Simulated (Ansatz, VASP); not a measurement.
## One calculation of Pt, two programs

File INCAR:

```
SYSTEM = Pt
PREC = Accurate ; ENCUT = 520
EDIFF = 1E-7 ; ISMEAR = 0
SIGMA = 0.15 ; LREAL = .FALSE.
LASPH = .TRUE. ; NELM = 100
ALGO = Normal ; ISIF = 2
LWAVE = .FALSE. ; LCHARG = .FALSE.
GGA = PE ; NBANDS = 17
```

KPOINTS

```
Automatic mesh
0
G
  18 18 10
  0 0 0
```

Contents of POSCAR:

```
Pt
1.0
    2.8551000000      0.0000000000      0.0000000000
   -1.4275500000      2.4725891303      0.0000000000
    0.0000000000      0.0000000000      4.8412000000
Pt
2
Direct
    0.6666666667      0.3333333333      0.7500000000
    0.3333333333      0.6666666667      0.2500000000
```

Input for Ansatz:

```yaml
crystal:
  lattice:
    - [2.8551, 0.0, 0.0]
    - [-1.42755, 2.4725891303, 0.0]
    - [0.0, 0.0, 4.8412]
  atoms:
    - { symbol: Pt, position: [0.6666666667, 0.3333333333, 0.75] }
    - { symbol: Pt, position: [0.3333333333, 0.6666666667, 0.25] }
basis:
  ecutwfc: 420
kpoints:
  mp_grid: { grid: [18, 18, 10] }
hamiltonian:
  xc: pbe
scf:
  occupations: { method: gaussian, width: 0.15 }
output:
  forces: true
  stress: true
  eigenvalues: true
```

Alike in both runs: task single point; functional PBE; k mesh 18 × 18 × 10; occupations gaussian, width 0.15 eV; no spin polarisation.

```csv
,VASP,Ansatz
version,VASP 6.6.1,Ansatz 0.2.0
potentials or method,"VASP PAW PBE potentials, release 64 (Pt)","scalar-relativistic, plane waves, PAW"
plane-wave cutoff (eV),520,420
valence electrons in the cell,20,36
```

```csv
,VASP,Ansatz,Ansatz less VASP
gap on the k mesh at the Fermi level (eV),none,none,-
pressure (GPa),-16.3,-15.9,+0.36
largest component of the traceless stress (GPa),2.47,2.58,+0.103
```

A gap of «none» marks a metal or a gap that the smearing closes. The two sets of potentials don't hold the same shells in valence.

Caveats: so large a pressure means that the cell lies far from this level's equilibrium, or that cutoff or potentials fall short (VASP). Spin-orbit coupling is left out, which matters for the levels of Pt.
